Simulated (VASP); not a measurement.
Crystal: CoO.

```xyz
2
Lattice="2.5705 0.0000 0.0000 0.0000 2.5705 0.0000 0.0000 0.0000 2.5705" Properties=species:S:1:pos:R:3 pbc="T T T"
Co    0.0000    0.0000    0.0000
O     1.2853    1.2853    1.2853
```

Measurements of this composition are mostly on another form, of space group No. 225.

Base run:

| Quantity | Value |
| --- | --- |
| Program | VASP 6.6.1 |
| Functional | LDA |
| Potentials or basis | VASP PAW LDA potentials, release 64 (Co, O) |
| Cutoff | 520 eV |
| k mesh | 7 × 7 × 7 |
| Occupations | gaussian, width 0.05 eV |
| Spin | no spin polarisation |
| Hubbard terms | Co d U = 4 eV |

Its results: band gap on the k mesh none (metal or under the smearing width); pressure -27.3 GPa.

Task: The run is repeated on the same cell with these changes: spin from no spin polarisation to collinear spin, random start; further incar settings from ALGO = Fast; EDIFF = 1e-06 to ALGO = Fast; EDIFF = 1e-07. What comes out?

Result: Band gap on the k mesh 1.49 eV, indirect (least direct gap 2.00 eV); pressure -2.7 GPa; net moment 3.00 μB per cell; site moments Co +2.65; O +0.30 μB.

Caveats: an odd number of electrons without spin polarisation forces a metal (some runs); a magnetic or distorted state may lie lower (some runs); U without spin polarisation on a metal has little footing (some runs); an odd mesh through Γ misses points on the zone boundary, where band edges often lie (some runs); a cell with one magnetic atom can't hold antiferromagnetic order, which such compounds often take (some runs).

Not every run made on this cell is shown here.
